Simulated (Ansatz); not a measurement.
GaN:

```
Ga N
1.0
     0.00000    2.13524    2.13524
     2.13524    0.00000    2.13524
     2.13524    2.13524    0.00000
Ga N
1 1
Direct
  0.00000 0.00000 0.00000
  0.50000 0.50000 0.50000
```

Measurements of this composition are mostly on another form, of space group No. 186.

- Program: Ansatz 0.2.0
- Task: relaxation of cell and atoms
- Functional: BLYP
- Potentials or basis: Ansatz PAW
- Cutoff: 420 eV (not typed: the program's choice for these potentials)
- k mesh: 11 × 11 × 11
- Occupations: fermi-dirac, width 0.05 eV
- Spin: no spin polarisation

At the start: volume 9.74 Å³/atom.

Q: Where does the relaxation end?

A: It ends after 7 steps and the volume is 10.12 Å³/atom (+4.0 %); space group Fm-3m (No. 225, to 0.05 Å).

Step by step:
| step | energy change (eV) | largest force (eV/Å) | volume (Å³) |
| --- | --- | --- | --- |
| 1 | 0.0000 | 0.0000 | 19.47 |
| 2 | -0.0130 | 0.0000 | 19.93 |
| 3 | -0.0144 | 0.0000 | 20.20 |
| 4 | -0.0143 | 0.0000 | 20.22 |
| 5 | -0.0180 | 0.0000 | 20.22 |
| 6 | -0.0179 | 0.0000 | 20.25 |
| 7 | -0.0181 | 0.0000 | 20.25 |

Final structure:
```xyz
2
Lattice="0.0000 2.1633 2.1633 2.1633 0.0000 2.1633 2.1633 2.1633 0.0000" Properties=species:S:1:pos:R:3 pbc="T T T"
Ga    0.0000    0.0000    0.0000
N     2.1633    2.1633    2.1633
```

Caveat: the plane-wave basis is chosen anew once the cell has moved, so the energies of steps on either side of that aren't comparable; the pressure holds a Pulay correction of +0.6 GPa for the finite cutoff; the PAW data sets come from PBE, with cores solved anew for the run's functional, which leaves a small shift of forces and pressure.
